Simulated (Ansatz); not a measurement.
Input of an Ansatz 0.2.0 run:

File input.yaml:

```yaml
crystal:
  lattice:
    - [3.811, 0.0, 0.0]
    - [-1.9055, 3.3004228138, 0.0]
    - [0.0, 0.0, 6.234]
  atoms:
    - { symbol: Zn, position: [0.6666666667, 0.3333333333, 0.5] }
    - { symbol: Zn, position: [0.3333333333, 0.6666666667, 0.0] }
    - { symbol: S, position: [0.6666666667, 0.3333333333, 0.885] }
    - { symbol: S, position: [0.3333333333, 0.6666666667, 0.385] }
hamiltonian:
  xc: pbe
  pseudopotentials: { kind: paw }
kpoints:
  mp_grid: { grid: [8, 8, 5] }
scf:
  occupations: { method: gaussian, width: 0.029 }
output:
  forces: true
  stress: true
  eigenvalues: true
```

Potentials or basis: Ansatz PAW.

Launch:

```bash
$ ansatz run input.yaml --threads 2 --pin off --max-ram 5632MiB --backend cpu --events-out ev --progress --plain --runs-dir out
```

**Question.** Estimate the pressure.

**Answer.** 2.3 GPa.

**Question.** Estimate the largest force.

**Answer.** 0.319 eV/Å.

**Question.** What does it give for the band gap on the k mesh?

**Answer.** 2.25 eV, direct.

Forces in eV/Å, atoms in the order of the input:
```
Zn   0.000  0.000  0.319
Zn   0.000  0.000  0.319
S    0.000  0.000 -0.319
S    0.000  0.000 -0.319
```

Caveat: odd divisions of the mesh miss points on the zone boundary, where band edges often lie, so the gap on the mesh can be too wide.

**Measured values to compare with.**

A printed reference work, monograph reports, for a bulk crystal of ZnS at 4 K: band gap 3.911 eV (direct).

Against the measured gap of ZnS, 3.911 eV (direct; 4 K; a printed reference work, monograph), the calculated 2.25 eV is off by -1.66 eV. The value is that of PBE, without temperature or zero-point motion. Semilocal functionals fall short of measured gaps as a rule.
